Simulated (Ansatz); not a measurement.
# Eu in Ansatz: the effect of fixed moment

Crystal: Eu.

```
Eu
1.0
    -2.30300    2.30300    2.30300
     2.30300   -2.30300    2.30300
     2.30300    2.30300   -2.30300
Eu
1
Direct
  0.00000 0.00000 0.00000
```

Alike in all runs:

* Program: Ansatz 0.2.0
* Task: single point
* Functional: PBE
* Potentials or basis: Ansatz PAW
* Cutoff: 420 eV (not typed: the program's choice for these potentials)
* k mesh: 7 × 7 × 7
* Occupations: fermi-dirac, width 0.05 eV

Q: One run gave: energy over the lowest run 7553.1 meV/atom; pressure -4.8 GPa. Which fixed moment did it use?
A. 5.2
B. 8.8
C. 7
D. 0
E. 14

A: D.

```csv
fixed moment,spin,starting moments,energy over the lowest run (meV/atom),pressure (GPa)
0,"collinear spin, program default start",-,7553.1,-4.8
1.8,"collinear spin, ferromagnetic start",[1.8] μB,4800.7,-3.7
3.5,"collinear spin, ferromagnetic start",[3.5] μB,2898.2,-3.4
5.2,"collinear spin, ferromagnetic start",[5.2] μB,882.2,-0.7
7,"collinear spin, ferromagnetic start",[7.0] μB,0.0,-1.7
8.8,"collinear spin, ferromagnetic start",[8.8] μB,379.1,-1.9
10.5,"collinear spin, ferromagnetic start",[10.5] μB,14219.2,-5.8
14,"collinear spin, ferromagnetic start",[14.0] μB,48113.2,-4.5
```

Caveats: the total moment is fixed, so each spin has its own Fermi level; the thresholds are loose for stress.
